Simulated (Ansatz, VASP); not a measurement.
## One calculation of TiCo, two programs

INCAR

```
SYSTEM = TiCo
ALGO = Normal
EDIFF = 1E-7
ENCUT = 520
GGA = PE
ISIF = 2
ISMEAR = -1
ISPIN = 2
LASPH = .True.
LCHARG = .False.
LMAXMIX = 4
LORBIT = 11
LREAL = .False.
LWAVE = .False.
MAGMOM = 2 1
NBANDS = 22
NELM = 100
PREC = Accurate
SIGMA = 0.05
```

Contents of KPOINTS:

```
k-points
0
Gamma
  9 9 9
  0 0 0
```

Contents of POSCAR:

```
TiCo
1.0
    2.9457531915      0.0000000000      0.0000000000
    0.0000000000      2.9457531915      0.0000000000
    0.0000000000      0.0000000000      2.9457531915
Co Ti
1 1
Direct
    0.5000000000      0.5000000000      0.5000000000
    0.0000000000      0.0000000000      0.0000000000
```

input.yaml

```yaml
crystal:
  lattice:
    - [2.9457531915, 0.0, 0.0]
    - [0.0, 2.9457531915, 0.0]
    - [0.0, 0.0, 2.9457531915]
  atoms:
    - { symbol: Co, position: [0.5, 0.5, 0.5], spin: 2.0 }
    - { symbol: Ti, position: [0.0, 0.0, 0.0], spin: 1.0 }
hamiltonian:
  xc: pbe
  pseudopotentials: { kind: paw }
magnetization:
  spin_polarized: true
kpoints:
  mp_grid: { grid: [9, 9, 9] }
scf:
  occupations: { method: fermi_dirac, width: 0.05 }
output:
  forces: true
  stress: true
  eigenvalues: true
```

Change from the starting cell: volume scaled by 0.96.

Alike in both runs: task single point; functional PBE; k mesh 9 × 9 × 9; occupations fermi-dirac, width 0.05 eV; collinear spin, ferromagnetic start.

|  | VASP | Ansatz |
| --- | --- | --- |
| version | VASP 6.6.1 | Ansatz 0.2.0 |
| potentials or method | VASP PAW PBE potentials, release 64 (Co, Ti_sv) | Ansatz PAW |
| plane-wave cutoff (eV) | 520 | 420 |
| valence electrons in the cell | 21 | 29 |

|  | VASP | Ansatz | Ansatz less VASP |
| --- | --- | --- | --- |
| gap on the k mesh at the Fermi level (eV) | none | none | - |
| pressure (GPa) | 5.9 | 6.6 | +0.74 |
| net moment per atom (μB) | 0.35 | 0.37 | +0.021 |
| size of the moment on the site where the two differ most (μB) | 0.76 | 0.82 | +0.056 |

Site moments also hang on the region over which each program counts them. A gap of «none» marks a metal or a gap that the smearing closes. With one functional, cell and mesh, what is left measures potentials, basis and numerics. The two sets of potentials don't hold the same shells in valence.
